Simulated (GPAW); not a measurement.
# TiO2 (P4_2/mnm) in GPAW: settings compared

Aim: see how the results for TiO2 move with the level of theory and the settings. Levels: M06-L, PBE+D4. Tasks: relaxation of cell and atoms.

Program: GPAW 26.7.0. These are calculated values, not measurements. Logs are shortened: lines on timing, memory, paths and dates and some standing lists are left out, and cuts for length are marked. The log counts tension as positive stress, the text compression.

### 1 The crystal as given

Symmetry: P4_2/mnm, No. 136, tetragonal system. The conventional cell has a = 4.600 Å, b = 4.600 Å, c = 2.959 Å, α = 90.00°, β = 90.00°, γ = 90.00°. Ti (site symmetry mmm) is surrounded by 6 O at 1.95 to 1.98 Å. Around O (site symmetry m2m) lie 3 Ti at 1.95 to 1.98 Å.

The cell is a database's computed one.

### 2 Relaxation of cell and atoms, M06-L, target pressure -1 GPa, at which the enthalpy is minimised

File run.py:

```python
from ase.filters import FrechetCellFilter
from ase.io import read, write
from ase.optimize import LBFGS
from ase.units import GPa
from gpaw import GPAW, PW

atoms = read('TiO2.cif')

calc = GPAW(mode=PW(800),
            xc='M06-L',
            kpts={'size': (4, 4, 6), 'gamma': True},
            occupations={'name': 'fermi-dirac', 'width': 0.05},
            nbands=43,
            convergence={'density': 1e-06, 'energy': 1e-06, 'eigenstates': 1e-10},
            maxiter=150,
            txt='gpaw.txt')
atoms.calc = calc
opt = LBFGS(FrechetCellFilter(atoms, scalar_pressure=-1 * GPa), trajectory='relax.traj', logfile='-')
done = opt.run(fmax=0.02, steps=40)
calc.write('gs.gpw')
write('result.traj', atoms)
print('Converged:', done)
print('Cell:', atoms.cell.cellpar().round(4))
print('Volume:', round(atoms.get_volume(), 4))
print(atoms.get_scaled_positions().round(5))
```

File TiO2.cif:

```cif
data_TiO2
_cell_length_a 4.59983732
_cell_length_b 4.59983732
_cell_length_c 2.95921356
_cell_angle_alpha 90.00000000
_cell_angle_beta 90.00000000
_cell_angle_gamma 90.00000000
_space_group_name_H-M_alt 'P1'
_space_group_name_Hall 'P 1'
_space_group_IT_number 1
loop_
_space_group_symop_operation_xyz
'x,y,z'
loop_
_atom_site_label
_atom_site_type_symbol
_atom_site_symmetry_multiplicity
_atom_site_Wyckoff_symbol
_atom_site_fract_x
_atom_site_fract_y
_atom_site_fract_z
_atom_site_occupancy
Ti1 Ti 1 a 0.0000000000 0.0000000000 0.5000000000 1
Ti2 Ti 1 a 0.5000000000 0.5000000000 0.0000000000 1
O1 O 1 a 0.3043213200 0.3043213200 0.5000000000 1
O2 O 1 a 0.1956786800 0.8043213200 0.0000000000 1
O3 O 1 a 0.8043213200 0.1956786800 0.0000000000 1
O4 O 1 a 0.6956786800 0.6956786800 0.5000000000 1
```

Potentials or basis: GPAW PAW data sets (gpaw-data 1.2.1), pw.

Started as:

```bash
$ OMP_NUM_THREADS=1 python run.py
```

gpaw.txt:

```text
__  _  _
 | _ |_)|_||  |
 |__||  | ||/\| - 26.7.0

Input parameters:
  mode=PW(ecut=800.0),
  convergence={'density': 1e-06, 'energy': 1e-06, 'eigenstates': 1e-10},
  kpts=MonkhorstPack(size=(4, 4, 6), gamma=True),
  maxiter=150,
  nbands=43,
  occupations=Occupations(name='fermi-dirac', width=0.05),
  xc=XC(name='M06-L')

Diagonalizing LCAO Hamiltonian
Converting LCAO to pw mode
    .----------.
   /|          |
  / |          |
 *  |      O   |
 |  .O---------.
 Ti/  O Ti    /
 |/       O  /
 *----------*

Atoms  # Å, Bohr magnetons
|   | symbol |        x |        y |        z |    initial magnetic moments |
|---|--------|----------|----------|----------|-----------------------------|
| 0 |     Ti | 0.000000 | 0.000000 | 1.479607 | ( 0.0000,  0.0000,  0.0000) |
| 1 |     Ti | 2.299919 | 2.299919 | 0.000000 | ( 0.0000,  0.0000,  0.0000) |
| 2 |      O | 1.399829 | 1.399829 | 1.479607 | ( 0.0000,  0.0000,  0.0000) |
| 3 |      O | 0.900090 | 3.699747 | 0.000000 | ( 0.0000,  0.0000,  0.0000) |
| 4 |      O | 3.699747 | 0.900090 | 0.000000 | ( 0.0000,  0.0000,  0.0000) |
| 5 |      O | 3.200009 | 3.200009 | 1.479607 | ( 0.0000,  0.0000,  0.0000) |
[... 169 lines left out ...]
|iter:  15| |  -70.156204 | -2.87 | -1.39 |
|iter:  16| |  -70.037791 | -3.36 | -1.45 |
|iter:  17| |  -69.616985 | -1.70 | -1.49 |
|iter:  18| |  -69.791899 | -2.11 | -1.82 |
|iter:  19| |  -69.614601 | -2.35 | -1.69 |
|iter:  20| |  -69.621125 | -2.75 | -2.46 |
|iter:  21| |  -69.609626 | -3.56 | -2.28 |
|iter:  22| |  -69.609644 | -4.26 | -3.35 |
|iter:  23| |  -69.609627c| -5.86 | -3.45 |
|iter:  24| |  -69.609623c| -6.12 | -3.76 |
|iter:  25| |  -69.609623c| -7.14 | -4.11 |
|iter:  26| |  -69.609622c| -7.94 | -4.37 |
|iter:  27| |  -69.609622c| -7.80 | -4.74 |
|iter:  28| |  -69.609622c| -8.62 | -5.06 |
|iter:  29| |  -69.609622c| -8.97 | -5.14 |
|iter:  30| |  -69.609622c| -9.89 | -6.34c|
|iter:  31| |  -69.609622c|-11.05c| -6.60c|

Converged in 31 steps
Energy contributions relative to reference atoms: (reference = -54611.437768)

Energy contributions:
  Kinetic:          59.823274
  Coulomb:         -67.644434
  Zero:              0.845574
  External:          0.000000
  Xc:              -62.634036
  Entropy:          -0.000000
  Spinorbit:         0.000000
  ----------------------------
  Free energy:     -69.609622
  Extrapolated:    -69.609622
[... 28 lines left out ...]
Gap: 2.141 eV
Transition (v -> c):
  (s=0, k=0, n=23, [0.00, 0.00, 0.00]) -> (s=0, k=0, n=24, [0.00, 0.00, 0.00])
No difference between direct/indirect transitions

Stress tensor  # eV/Ang^3
|         x |         y |         z |
|-----------|-----------|-----------|
| -0.002667 |  0.000000 |  0.000000 |
|  0.000000 | -0.002667 |  0.000000 |
|  0.000000 |  0.000000 | -0.016078 |

Forces  # eV/Ang
[... 522 lines left out ...]
| 0.000000 | 0.000000 | 0.004272 |

Forces  # eV/Ang
|        x |        y |       z |
|----------|----------|---------|
|  0.00000 |  0.00000 | 0.00000 |  # Ti   0
|  0.00000 |  0.00000 | 0.00000 |  # Ti   1
|  0.00155 |  0.00155 | 0.00000 |  # O    2
| -0.00154 |  0.00154 | 0.00000 |  # O    3
|  0.00154 | -0.00154 | 0.00000 |  # O    4
| -0.00155 | -0.00155 | 0.00000 |  # O    5
[... 242 lines left out ...]
Gap: 2.126 eV
Transition (v -> c):
  (s=0, k=0, n=23, [0.00, 0.00, 0.00]) -> (s=0, k=0, n=24, [0.00, 0.00, 0.00])
No difference between direct/indirect transitions

Stress tensor  # eV/Ang^3
|        x |        y |        z |
|----------|----------|----------|
| 0.008519 | 0.000000 | 0.000000 |
| 0.000000 | 0.008519 | 0.000000 |
| 0.000000 | 0.000000 | 0.004527 |

Forces  # eV/Ang
|        x |        y |       z |
|----------|----------|---------|
|  0.00000 |  0.00000 | 0.00000 |  # Ti   0
|  0.00000 |  0.00000 | 0.00000 |  # Ti   1
|  0.00063 |  0.00063 | 0.00000 |  # O    2
| -0.00063 |  0.00063 | 0.00000 |  # O    3
|  0.00063 | -0.00063 | 0.00000 |  # O    4
| -0.00063 | -0.00063 | 0.00000 |  # O    5
[... 9 lines left out ...]
Atoms  # Å, Bohr magnetons
|   | symbol |        x |        y |        z |    initial magnetic moments |
|---|--------|----------|----------|----------|-----------------------------|
| 0 |     Ti | 0.000000 | 0.000000 | 1.489261 | ( 0.0000,  0.0000,  0.0000) |
| 1 |     Ti | 2.302719 | 2.302719 | 0.000000 | ( 0.0000,  0.0000,  0.0000) |
| 2 |      O | 1.404193 | 1.404193 | 1.489261 | ( 0.0000,  0.0000,  0.0000) |
| 3 |      O | 0.898526 | 3.706912 | 0.000000 | ( 0.0000,  0.0000,  0.0000) |
| 4 |      O | 3.706912 | 0.898526 | 0.000000 | ( 0.0000,  0.0000,  0.0000) |
| 5 |      O | 3.201245 | 3.201245 | 1.489261 | ( 0.0000,  0.0000,  0.0000) |

Unit cell  # Å
| periodic |         x |         y |        z |  lengths |    angles |
|----------|-----------|-----------|----------|----------|-----------|
|      yes |  4.605438 | -0.000000 | 0.000000 | 4.605438 | 90.000000 |
|      yes | -0.000000 |  4.605438 | 0.000000 | 4.605438 | 90.000000 |
|      yes |  0.000000 |  0.000000 | 2.978523 | 2.978523 | 90.000000 |

Number of symmetries: 8
Symmetry operations  # r_c * U_cc + t_c -> r_c
|   | kind |            matrix            |
|---|------|------------------------------|
| 0 |  E   |  1, 0, 0,  0, 1, 0,  0, 0, 1 |
| 1 |  σ   |  1, 0, 0,  0, 1, 0,  0, 0,-1 |
| 2 |  σ   |  0, 1, 0,  1, 0, 0,  0, 0, 1 |
| 3 |  C2  |  0, 1, 0,  1, 0, 0,  0, 0,-1 |
| 4 |  σ   |  0,-1, 0, -1, 0, 0,  0, 0, 1 |
| 5 |  C2  |  0,-1, 0, -1, 0, 0,  0, 0,-1 |
| 6 |  C2  | -1, 0, 0,  0,-1, 0,  0, 0, 1 |
| 7 |  i   | -1, 0, 0,  0,-1, 0,  0, 0,-1 |
[... 144 lines left out ...]
|iter:  10| |  -69.928432 | -2.53 | -1.39 |
|iter:  11| |  -69.935874 | -3.08 | -1.46 |
|iter:  12| |  -69.663734 | -1.95 | -1.48 |
|iter:  13| |  -69.807219 | -2.24 | -1.96 |
|iter:  14| |  -69.660944 | -2.03 | -1.58 |
|iter:  15| |  -69.615753 | -2.61 | -1.98 |
|iter:  16| |  -69.613881 | -3.65 | -2.92 |
|iter:  17| |  -69.614054 | -4.86 | -3.14 |
|iter:  18| |  -69.614163 | -5.13 | -3.49 |
|iter:  19| |  -69.614176 | -5.93 | -3.70 |
|iter:  20| |  -69.614181c| -6.66 | -4.14 |
|iter:  21| |  -69.614188c| -6.14 | -4.47 |
|iter:  22| |  -69.614188c| -7.39 | -4.65 |
|iter:  23| |  -69.614188c| -8.52 | -4.86 |
|iter:  24| |  -69.614188c| -9.05 | -5.61 |
|iter:  25| |  -69.614188c|-10.43c| -6.00 |
|iter:  26| |  -69.614188c|-10.27c| -6.60c|

Converged in 26 steps
Energy contributions relative to reference atoms: (reference = -54611.437768)

Energy contributions:
  Kinetic:          56.685391
  Coulomb:         -65.107281
  Zero:              0.849445
  External:          0.000000
  Xc:              -62.041744
  Entropy:          -0.000000
  Spinorbit:         0.000000
  ----------------------------
  Free energy:     -69.614188
  Extrapolated:    -69.614188
[... 28 lines left out ...]
Gap: 2.127 eV
Transition (v -> c):
  (s=0, k=0, n=23, [0.00, 0.00, 0.00]) -> (s=0, k=0, n=24, [0.00, 0.00, 0.00])
No difference between direct/indirect transitions

Stress tensor  # eV/Ang^3
|         x |         y |        z |
|-----------|-----------|----------|
|  0.007409 | -0.000000 | 0.000000 |
| -0.000000 |  0.007409 | 0.000000 |
|  0.000000 |  0.000000 | 0.006554 |

Forces  # eV/Ang
|        x |        y |       z |
|----------|----------|---------|
|  0.00000 |  0.00000 | 0.00000 |  # Ti   0
|  0.00000 |  0.00000 | 0.00000 |  # Ti   1
| -0.00952 | -0.00952 | 0.00000 |  # O    2
|  0.00953 | -0.00953 | 0.00000 |  # O    3
| -0.00953 |  0.00953 | 0.00000 |  # O    4
|  0.00952 |  0.00952 | 0.00000 |  # O    5

# Writing to gs.gpw (mode='')
```

Wall time 34 min (1 thread of Arm Neoverse V1, shared host); peak memory 0.77 GiB.

Results:

```
Free energy                                            : -69.6142 eV
Relaxed volume                                         : 10.53 Å³/atom
Relaxed cell                                           : a = 4.605 Å, b = 4.605 Å, c = 2.979 Å, α = 90.00°, β = 90.00°, γ = 90.00°
Space group after relaxing (to 0.05 Å)                 : P4_2/mnm (No. 136)
Energy change on relaxing (the enthalpy is what falls) : -0.8 meV/atom
Ionic steps                                            : 5
Pressure after relaxing                                : -1.1 GPa
Largest force after relaxing                           : 0.013 eV/Å
Band gap on the k mesh                                 : 2.13 eV, direct
```

Forces in eV/Å, atoms in the order of the input:
```
Ti   0.000  0.000  0.000
Ti   0.000  0.000  0.000
O   -0.010 -0.010  0.000
O    0.010 -0.010  0.000
O   -0.010  0.010  0.000
O    0.010  0.010  0.000
```

Stress tensor (GPa, compression positive):
```
-1.19  0.00  0.00
 0.00 -1.19  0.00
 0.00  0.00 -1.05
```

Step by step:
```
step  energy change (eV)  largest force (eV/Å)  pressure (GPa)  volume (Å³)
   1              0.0000                0.0230            1.14        62.61
   2             -0.0009                0.0209            0.89        62.68
   3             -0.0044                0.0022           -1.14        63.19
   4             -0.0045                0.0009           -1.15        63.19
   5             -0.0046                0.0135           -1.14        63.17
```

Final structure:
```
Ti O
1.0
     4.60544    0.00000    0.00000
     0.00000    4.60544    0.00000
     0.00000    0.00000    2.97852
Ti O
2 4
Cartesian
  0.0000 0.0000 1.4893
  2.3027 2.3027 0.0000
  1.4042 1.4042 1.4893
  0.8985 3.7069 0.0000
  3.7069 0.8985 0.0000
  3.2012 3.2012 1.4893
```

Levels at points of the mesh, in eV from the valence-band top:
| k point | band 22 | band 23 | band 24 | band 25 | band 26 | band 27 |
| --- | --- | --- | --- | --- | --- | --- |
| (0.00, 0.00, 0.00) | -0.51 | -0.51 | 0.00 | 2.13 | 2.43 | 2.61 |
| (0.00, 0.00, 0.50) | -2.41 | -1.46 | -1.46 | 3.18 | 3.18 | 3.35 |
| (0.50, 0.00, 0.00) | -1.74 | -0.76 | -0.76 | 2.76 | 2.76 | 3.22 |
| (0.50, 0.00, 0.50) | -2.04 | -1.08 | -1.08 | 2.16 | 2.16 | 3.38 |
| (0.50, 0.50, 0.00) | -1.43 | -1.16 | -1.16 | 2.18 | 2.18 | 2.76 |
| (0.50, 0.50, 0.50) | -1.27 | -0.73 | -0.73 | 2.81 | 2.81 | 3.40 |

Caveat: the k mesh is coarse; later steps reuse the first step's grids; the PAW data sets were made with another functional, which shifts forces and pressure a little.

### 3 Relaxation of cell and atoms, PBE+D4, target pressure -2 GPa, at which the enthalpy is minimised

File run.py:

```python
from ase.calculators.mixing import SumCalculator
from ase.filters import FrechetCellFilter
from ase.io import read, write
from ase.optimize import BFGS
from ase.units import GPa
from dftd4.ase import DFTD4
from gpaw import GPAW, PW

atoms = read('TiO2.xyz')

calc = GPAW(mode=PW(800),
            xc='PBE',
            kpts={'size': (4, 4, 6), 'gamma': True},
            occupations={'name': 'fermi-dirac', 'width': 0.05},
            nbands=43,
            convergence={'density': 1e-05, 'energy': 1e-05},
            maxiter=150,
            txt='gpaw.txt')
atoms.calc = SumCalculator([calc, DFTD4(method='pbe')])
opt = BFGS(FrechetCellFilter(atoms, scalar_pressure=-2 * GPa), trajectory='relax.traj', logfile='-')
done = opt.run(fmax=0.01, steps=60)
calc.write('gs.gpw')
write('result.traj', atoms)
print('Converged:', done)
print('Cell:', atoms.cell.cellpar().round(4))
print('Volume:', round(atoms.get_volume(), 4))
print(atoms.get_scaled_positions().round(5))
```

File TiO2.xyz:

```xyz
6
Lattice="4.5998373239 0.0000000000 0.0000000000 0.0000000000 4.5998373239 0.0000000000 0.0000000000 0.0000000000 2.9592135600" Properties=species:S:1:pos:R:3 pbc="T T T"
Ti     0.0000000000      0.0000000000      1.4796067800
Ti     2.2999186620      2.2999186620      0.0000000000
O      1.3998285662      1.3998285662      1.4796067800
O      0.9000900958      3.6997472281      0.0000000000
O      3.6997472281      0.9000900958      0.0000000000
O      3.2000087577      3.2000087577      1.4796067800
```

Potentials or basis: GPAW PAW data sets (gpaw-data 1.2.1), pw.

Started as:

```bash
$ OMP_NUM_THREADS=1 python run.py
```

It took 8.6 min on 1 thread of Arm Neoverse V1, shared host; peak memory 0.42 GiB.

Results (log left out):

| Item | Value |
| --- | --- |
| Free energy | -53.4843 eV |
| Relaxed volume | 10.60 Å³/atom |
| Relaxed cell | a = 4.631 Å, b = 4.631 Å, c = 2.966 Å, α = 90.00°, β = 90.00°, γ = 90.00° |
| Space group after relaxing (to 0.05 Å) | P4_2/mnm (No. 136) |
| Energy change on relaxing (the enthalpy is what falls) | +0.0 meV/atom |
| Ionic steps | 10 |
| Pressure after relaxing | -2.0 GPa |
| Largest force after relaxing | 0.003 eV/Å |
| Band gap on the k mesh | 1.86 eV, direct |
| Dispersion energy per atom | -0.202 eV |

Forces on the atoms (eV/Å):
```
Ti   0.000  0.000  0.000
Ti   0.000  0.000  0.000
O   -0.002 -0.002  0.000
O    0.002 -0.002  0.000
O   -0.002  0.002  0.000
O    0.002  0.002  0.000
```

Final structure:
```
Ti O
1.0
     4.63057    0.00000    0.00000
     0.00000    4.63057    0.00000
     0.00000    0.00000    2.96581
Ti O
2 4
Cartesian
  0.0000 0.0000 1.4829
  2.3153 2.3153 0.0000
  1.4115 1.4115 1.4829
  0.9038 3.7268 0.0000
  3.7268 0.9038 0.0000
  3.2190 3.2190 1.4829
```

Levels at points of the mesh, in eV from the valence-band top:
```
           k point  band 21  band 22  band 23  band 24  band 25  band 26  band 27  band 28
(0.00, 0.00, 0.00)    -0.68    -0.44    -0.44     0.00     1.86     2.15     2.40     2.49
(0.00, 0.00, 0.50)    -2.27    -2.27    -1.41    -1.41     2.92     2.92     3.16     3.16
(0.50, 0.00, 0.00)    -1.59    -1.59    -0.72    -0.72     2.51     2.51     2.98     2.98
(0.50, 0.00, 0.50)    -2.00    -2.00    -1.00    -1.00     1.91     1.91     3.18     3.18
(0.50, 0.50, 0.00)    -1.27    -1.27    -1.05    -1.05     1.89     1.89     2.51     2.51
(0.50, 0.50, 0.50)    -1.24    -1.24    -0.67    -0.67     2.57     2.57     3.18     3.18
```

Caveat: the k mesh is coarse; later steps reuse the first step's grids.
